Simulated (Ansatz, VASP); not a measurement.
This is a calculation of Pb for VASP 6.6.1.

INCAR

```
PREC = Accurate
ENCUT = 600
EDIFF = 1E-7
ISMEAR = -1
SIGMA = 0.05
LREAL = False
LASPH = True
NELM = 60
ALGO = Normal
ISIF = 3
LWAVE = False
LCHARG = False
GGA = RE
IVDW = 13
IBRION = 2
NSW = 80
EDIFFG = -0.02
```

File KPOINTS:

```
Automatic mesh
0
Gamma
  9 9 9
```

POSCAR

```
Pb
1.0
    0.0000000000      2.4750200000      2.4750200000
    2.4750200000      0.0000000000      2.4750200000
    2.4750200000      2.4750200000      0.0000000000
Pb
1
Direct
    0.0000000000      0.0000000000      0.0000000000
```

Potentials or basis: VASP PAW PBE potentials, release 64 (Pb_d).

The run is started by

```console
$ cat potpaw_PBE.64/Pb_d/POTCAR > POTCAR
$ mpirun -np 1 vasp_std > vasp.out
```

Translate it to Ansatz 0.2.0. Potentials there: all-electron LAPW, scalar-relativistic.

As run (the cutoff follows the program's own potentials):

input.yaml

```yaml
crystal:
  lattice:
    - [0.0, 2.47502, 2.47502]
    - [2.47502, 0.0, 2.47502]
    - [2.47502, 2.47502, 0.0]
  atoms:
    - { symbol: Pb, position: [0.0, 0.0, 0.0] }
kpoints:
  mp_grid: { grid: [9, 9, 9] }
scf:
  occupations: { method: fermi_dirac, width: 0.05 }
hamiltonian:
  xc: revpbe
  dispersion: d4
  pseudopotentials: { kind: all_electron, lapw: { basis_error: 0.001 } }
output:
  forces: true
  stress: true
relax:
  f_tol: 0.02
  max_steps: 60
  cell: {}
```

Potentials or basis: all-electron LAPW, scalar-relativistic.

Run with:

```sh
$ ansatz run input.yaml --threads 1 --pin off --max-ram 3072MiB --backend cpu --events-out ev --progress --plain --runs-dir out
```

Both were run:

|  | VASP | Ansatz | Ansatz less VASP |
| --- | --- | --- | --- |
| relaxed volume (Å³/atom) | 30.60 | 30.56 | -0.039 |
| relaxed cell length with the largest relative difference (Å) | 3.511 | 3.509 | -0.0015 |

Ansatz ran all-electron here, so the differences hold the error of VASP's frozen core and of both bases.

Caveats: the PAW data sets were made with another functional, which shifts forces and pressure a little (VASP); pairwise dispersion overbinds metals, which lowers pressure and volume (VASP). Zero-point motion and thermal expansion aren't in these numbers. Spin-orbit coupling is left out, which matters for the levels of Pb.
